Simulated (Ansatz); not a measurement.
Runs of Ansatz 0.2.0 on AlV2C. The structure is hexagonal, space group P6_3/mmc (No. 194). The conventional cell has a = 2.888 Å, b = 2.888 Å, c = 13.105 Å, α = 90.00°, β = 90.00°, γ = 120.00°. Around V (site symmetry 3m) lie 3 C at 2.02 Å. Al (site symmetry -6m2) has 6 V at 2.72 Å and 6 Al at 2.89 Å as nearest neighbours. Around C (site symmetry -3m) lie 6 V at 2.02 Å. The cell comes from a database or a generator and needn't be the stable form of this composition.

```tsv
task	level	cell	cutoff (eV)	points for each segment of the path	gap on the mesh (eV)	pressure (GPa)	moment (μB)	relaxed volume (Å³/atom)	largest force (eV/Å)
relaxation of cell and atoms	LDA	relaxed	420	-	none	0.0	0.00	11.39	-
relaxation of cell and atoms	PBE	relaxed	420	-	none	0.0	0.00	11.99	-
band structure	LDA	as given	420	10	none	-8.8	0.00	-	0.66
relaxation of cell and atoms	PBEsol	relaxed	420	-	none	0.0	0.00	11.67	-
band structure	PBE	as given	420	10	none	1.9	0.00	-	(a)
band structure	r2SCAN	as given	500	10	none	(b)	0.00	-	0.22
band structure	PBEsol	as given	420	10	none	-3.8	0.00	-	0.48
relaxation of cell and atoms	r2SCAN	relaxed	500	-	none	0.0	0.00	11.81	-
```

Alike in all rows: potentials or basis Ansatz PAW; spin collinear, ferromagnetic start; k mesh 11 × 11 × 2; smearing fermi-dirac 0.05 eV.

Task: Fill in the values left out.

Result: (a) 0.21; (b) -0.8.

Caveats: the PAW data sets come from PBE, with cores solved anew for the run's functional, which leaves a small shift of forces and pressure (some runs); the plane-wave basis is chosen anew once the cell has moved, so the energies of steps on either side of that aren't comparable (some runs); the magnetic or orbital state may not be the lowest (some runs).

A k mesh can miss the band edges.

A gap of «none» marks a metal or a gap under the smearing width.

Not every run made on this cell is shown here.
